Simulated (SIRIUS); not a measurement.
Runs of SIRIUS 7.12.0 on Se. It takes space group P3_121 (No. 152, trigonal). The conventional cell has a = 4.366 Å, b = 4.366 Å, c = 4.954 Å, α = 90.00°, β = 90.00°, γ = 120.00°. Se (site symmetry 2) is surrounded by 2 Se at 2.37 Å. 

```tsv
task	level	potentials or basis	cutoff (eV)	muffin tin radii	basis cutoff (gk_cutoff)	valence relativity	reference energy of the basis	core relativity	gap on the mesh (eV)	largest force (eV/Å)
band structure	PBE	all-electron FP-LAPW (Koelling-Harmon valence), apw+lo standard	198	Se 2.2 bohr	3.82 1/bohr	koelling_harmon	0.14 Ha	dirac	1.22	0.40
single point	PBEsol	all-electron FP-LAPW, apw+lo standard	206	Se 2.16 bohr	3.89 1/bohr	iora	0.14 Ha	-	1.14	0.29
band structure	PBE	all-electron FP-LAPW (ZORA valence), apw+lo standard	198	Se 2.2 bohr	3.82 1/bohr	zora	0.14 Ha	dirac	1.22	0.40
band structure	PBE	all-electron FP-LAPW (no relativity for the valence, core without relativity), apw+lo standard	198	Se 2.2 bohr	3.82 1/bohr	none	0.14 Ha	none	(a)	0.38
```

Alike in all rows: no spin polarisation; cell as given; k mesh 7 × 7 × 6; smearing fermi-dirac 0.05 eV.

Q: Estimate the missing entries.

A: (a) 1.23.

Caveats: the mesh misses the band edges, which the band path finds closer together (some runs); an odd mesh through Γ misses points on the zone boundary, where band edges often lie (some runs); relativity is left out for the valence states, which matters for the heavier elements (some runs); relativity is left out for the core states (some runs).

A k mesh can miss the band edges, and the runs leave out spin-orbit coupling on Se.

A gap of «none» marks a metal or a gap under the smearing width.

Not every run made on this cell is shown here.
